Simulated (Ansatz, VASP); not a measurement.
**In2O3: VASP beside Ansatz**

```
In O
1.0
     6.14268    0.43563    0.00955
     0.43685    4.12120   -0.05711
    -0.02801    0.06986    5.41164
In O
4 6
Direct
  0.06315 0.23446 0.30941
  0.65282 0.82134 0.30972
  0.15283 0.82133 0.80969
  0.56314 0.23444 0.80941
  0.35786 0.02820 0.10454
  0.00558 0.73300 0.16332
  0.21029 0.32296 0.66347
  0.85786 0.02818 0.60453
  0.50558 0.73297 0.66332
  0.71030 0.32297 0.16349
```

Alike in both runs: functional PBE; k mesh 3 × 3 × 3; occupations gaussian, width 0.1 eV; no spin polarisation.

Ansatz relaxed the structure, and its values are those at the end. VASP's run is a single point on that final structure, the one shown.

|  | VASP | Ansatz |
| --- | --- | --- |
| version | VASP 6.6.1 | Ansatz 0.2.0 |
| potentials or method | VASP PAW PBE potentials, release 64 (In_d, O) | scalar-relativistic, plane waves, PAW |
| plane-wave cutoff (eV) | 520 | 420 |
| valence electrons in the cell | 88 | 88 |

Ansatz gave:

- gap on the k mesh at the Fermi level (eV): none
- rms of the force components (eV/Å): 0.002

Question: Estimate VASP's values.

Answer: gap on the k mesh at the Fermi level (eV): none; rms of the force components (eV/Å): 0.008.

A gap of «none» marks a metal or a gap that the smearing closes. With one functional, cell and mesh, what is left measures potentials, basis and numerics.

Caveats: the k mesh is coarse (spacing up to 0.51 Å⁻¹), so the values aren't converged.
